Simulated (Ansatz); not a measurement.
## Self-consistent states of EuO (rocksalt structure)

Level of theory: PBEsol+U, U_eff = 5.0 eV (Dudarev form) on Eu f, fully localised double counting, scalar-relativistic datasets, 420 eV, PAW set soft_2 (made for PBE), 6×6×6 mesh, Gaussian smearing of 0.05 eV; plane-wave PAW code Ansatz.

```
CELL_PARAMETERS angstrom
0.00000 2.57195 2.57195
5.14390 2.57195 2.57195
5.14390 5.14390 0.00000
ATOMIC_POSITIONS crystal
Eu 0.50000 0.50000 0.00000
O 0.00000 0.00000 0.00000
Eu 0.50000 0.50000 0.50000
O 0.00000 0.00000 0.50000
```

The structure type is one reported for this compound, at the reported volume. The cell shown is twice the primitive one, so that more magnetic patterns fit.

Cell and atoms stay fixed, and the cell was started in 6 ways, without spin–orbit coupling. The starts were built for 7 f electrons on Eu, a formal count that the converged states needn't keep. Starting moments of the plain starts: Eu1 7.00; Eu3 -7.00 μB (atoms counted from 1).

Energies count from the lowest free state found; constrained states (a lock kept on the moments, or spin off) can lie above or below free ones. A natural orbital (eigenvector of a shell's occupation matrix) is counted as filled above 0.75 (0.9 in a metal) and as partly filled from 0.35 up to that; ↑ and ↓ are the spin channels.

```csv
state,reached from,ΔE (meV/atom),gap (eV),P (GPa),cell spin moment (μB),site spin moments (μB),shell filling,Hubbard energy (eV/cell),flags
1,"random orbitals: single harmonics, lower spin (6+1 electrons) (draw 4); from atoms, symmetry kept, no search; random orbitals: random mixtures, one electron fewer (draw 7); 3 more",0.0,0.36,-3.4,0.00,"Eu 6.72, -6.72","Eu 7↑ 0↓, 6.96 e; Eu 0↑ 7↓, 6.96 e",0.42,–
```

The lowest free state (state 1) has a gap of 0.36 eV. Its natural occupations are Eu1 spin up: 0.99 0.99 0.99 0.99 0.99 0.99 0.99; Eu1 spin down: 0.00 0.00 0.00 0.00 0.01 0.01 0.01; Eu3 spin up: 0.00 0.00 0.00 0.00 0.01 0.01 0.01; Eu3 spin down: 0.99 0.99 0.99 0.99 0.99 0.99 0.99.

All 6 free starts end within 3 meV/atom of the lowest, so here the result hardly hangs on the start.

Every start opposed the Eu moments, so their parallel order wasn't tried.

The type II order of many rock-salt magnets, which opposes second neighbours along the straight metal–anion–metal paths, can't form in this cell.

In the lowest free state the fixed cell carries a pressure of -3.4 GPa (the cell is larger than this level of theory would relax to); relaxing would change energies and could change the order of close states.

The lowest state found needn't be the ground state of this level of theory. In the lowest free state the Eu 4f shell holds 6.96 electrons, the count of the divalent ion that the formula's charges ask for. Spin–orbit coupling is left out. U wasn't fitted or computed for this material, so the results show what this U gives and needn't match the real solid. Gaps are Kohn–Sham gaps over the k-mesh alone and may be smaller between its points. Site moments are integrated in small spheres and here fall short of the shell's N↑ − N↓.
